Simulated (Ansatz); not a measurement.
CdS in the zincblende structure: a one-shot G0W0 calculation in the plane-wave code Ansatz (G0W0@PBE with 191 empty bands, a screening cutoff of 140 eV and a 4×4×4 mesh). Cell and atoms come from a relaxation with r2SCAN.

```yaml
crystal:
  lattice:
    - [0.0, 2.939214842, 2.939214842]
    - [2.939214842, 0.0, 2.939214842]
    - [2.939214842, 2.939214842, 0.0]
  atoms:
    - { symbol: Cd, position: [0.0, 0.0, 0.0] }
    - { symbol: S, position: [0.25, 0.25, 0.25] }
kpoints:
  mp_grid: { grid: [4, 4, 4] }
hamiltonian:
  xc: pbe
scf:
  occupations: { method: fixed }
gw:
  n_empty_bands: 191
  ecut_chi: 140
  qp_bands: [v2, c2]
  qp_kpoints: band_edges
  screening: { model: godby_needs }
```

The output follows, shortened, with numbered blanks.
```
Functional definition: PBE
Crystal: 2 atoms, lattice volume = 50.784 Å³
Basis set: ecut = 420 eV, 965 PW (Γ)
Bands: 17, of which v1, the nominal top of the filled ones, is band 13 counted from 1 (12 counted from 0)
Symmetry: 24 space group operations
Space group: F-43m (ITA 216)
k-points: 8 of 64 (time reversal used)
preconditioner: auto → none  [insulator: Δε(μ)=1.089 eV  ℏωp=22.1 eV]
SCF 1 converged in 6 iterations: F = -9157.791189 eV  dr2 = 1.50e-8
SCF converged after 6 iterations
Free energy (F): -9157.791189 eV
Fermi energy:    6.607818 eV
--- Per-component energies (eV) ---
  E_band       = -513.352102
  E_kinetic    = 611.613966
  E_local      = -4046.984396
  E_nonlocal   = 62.169917
  E_hartree    = 1857.087622
  E_xc         = -273.731495
  E_vxc        = -308.885423
  E_paw        = -4683.870158
  E_vpaw       = -545.438771
  E_ewald      = -2684.076661
--- Band table (eV; the first three rows and the last of 8) ---
  k-point 0: bands = […, -1.0539, -0.6070, -0.6070, 6.6078, 6.6078, 6.6078, 7.6917, 13.1227, 13.1227, 13.1227]
  k-point 1: bands = […, -0.8145, -0.6028, -0.6028, 4.1670, 6.2284, 6.2284, 9.3271, 12.8464, 13.6130, 13.6130]
  k-point 2: bands = […, -0.5717, -0.5717, -0.2453, 2.3428, 5.8885, 5.8885, 9.5731, 13.5857, 13.5857, 13.9919]
  k-point 7: bands = […, -0.6432, -0.5987, -0.0111, 2.8133, 4.4425, 4.4999, 11.9233, 12.0312, 13.7715, 14.6368]
--- G₀W₀: ω_p = 26.5694 eV, 64 q-points, 191 empty bands' worth ---
    ik  band        ε_KS         Σx   Σc(E_QP)       V_xc       Z   E_QP_lin       E_QP  E_QP is
     0    12      6.6078   -20.8451     2.2684   -17.9212  0.7781     5.9496     5.9524  root
     0    13  [1]
     0    14      7.6917    -8.4076    -3.8445   -12.3333  0.8112     7.7729     7.7729  root
     0    15     13.1227    -6.3652    -4.5335   -11.2218  0.8058    13.4465    13.4458  root
     1    12      6.2284   -20.2510     2.3355   -17.2145  0.7779     5.5242     5.5274  root
     1    13      6.2284   -20.2510     2.3355   -17.2145  0.7779     5.5242     5.5274  root
     1    14  [2]
     1    15     12.8464    -6.8901    -4.4998   -11.6178  0.8017    13.0747    13.0743  root
     2    12      5.8885   -19.7245     2.4089   -16.5737  0.7772     5.1429     5.1466  root
     2    13      5.8885   -19.7245     2.4089   -16.5737  0.7772     5.1429     5.1466  root
     2    14  [3]
     2    15  [4]
     3    12      5.6307   -19.3826     2.4428   -16.1702  0.7776     4.8570     4.8612  root
     3    13      5.6307   -19.3826     2.4428   -16.1702  0.7776     4.8570     4.8612  root
     3    14  [5]
     3    15     11.4204    -6.7303    -4.2541   -11.2270  0.8116    11.6636    11.6632  root
     6    12  [6]
     6    13      4.8077   -18.1526     2.6206   -14.6711  0.7747     3.9412     3.9469  root
     6    14  [7]
     6    15     10.9197    -8.7023    -4.2257   -13.3018  0.8042    11.2943    11.2934  root
     7    12  [8]
     7    13      4.4999   -18.8394     2.7908   -15.1473  0.7761     3.5921     3.5986  root
     7    14     11.9233    -9.7550    -4.7753   -15.1199  0.7884    12.5155    12.5130  root
     7    15     12.0312    -7.1785    -4.0805   -11.3091  0.8080    12.0813    12.0813  root
```

The points are ik 0 = (0, 0, 0) (Γ), ik 1 = (0, 0, 1/4), ik 2 = (0, 0, -1/2), ik 3 = (0, 1/4, 1/4), ik 6 = (0, -1/2, -1/2), ik 7 = (1/4, -1/2, -1/4); band 13 is the last filled one.

**Question.** What stood in the gaps? They hold quasiparticle rows.

**Answer.**
```
[1]
     0    13      6.6078   -20.8451     2.2684   -17.9212  0.7781     5.9496     5.9524  root
[2]
     1    14      9.3271    -8.6138    -4.0147   -12.8259  0.8049     9.5247     9.5244  root
[3]
     2    14      9.5731    -8.0062    -4.1223   -12.3801  0.8095     9.8252     9.8248  root
[4]
     2    15     13.5857    -6.4980    -4.5379   -11.3256  0.8051    13.8761    13.8754  root
[5]
     3    14     10.1386    -8.8587    -4.0567   -13.0969  0.8004    10.3202    10.3199  root
[6]
     6    12      4.8077   -18.1526     2.6206   -14.6711  0.7747     3.9412     3.9469  root
[7]
     6    14     10.1889    -6.2844    -3.8142   -10.0189  0.8202    10.1092    10.1092  root
[8]
     7    12      4.4425   -16.9823     2.5494   -13.5313  0.7766     3.5345     3.5408  root
```
The trailing digits, and the zero of the energies, depend on the potentials and thresholds.

The quasiparticle gap on this mesh is 1.82 eV (direct at Γ), against 1.08 eV from PBE: +0.74 eV. Renormalisation factors Z lie between 0.77 and 0.82. G0W0 here is at a finite number of bands, screening cutoff and k mesh, not at the basis limit.

Command: `ansatz run input.yaml --threads 2 --pin off --max-ram 3686MiB --backend cpu --events-out ev --progress --plain --runs-dir out`. Wall time 15 s on 2 threads of Intel(R) Xeon(R) Platinum 8488C (Sapphire Rapids) (shared host); peak host memory 0.63 GiB.

No spin polarisation and no zero-point or thermal motion.

Spin-orbit coupling is left out.

With a shallow d shell on the cation, G0W0 converges slowly in bands and cutoff, so these values are in doubt.
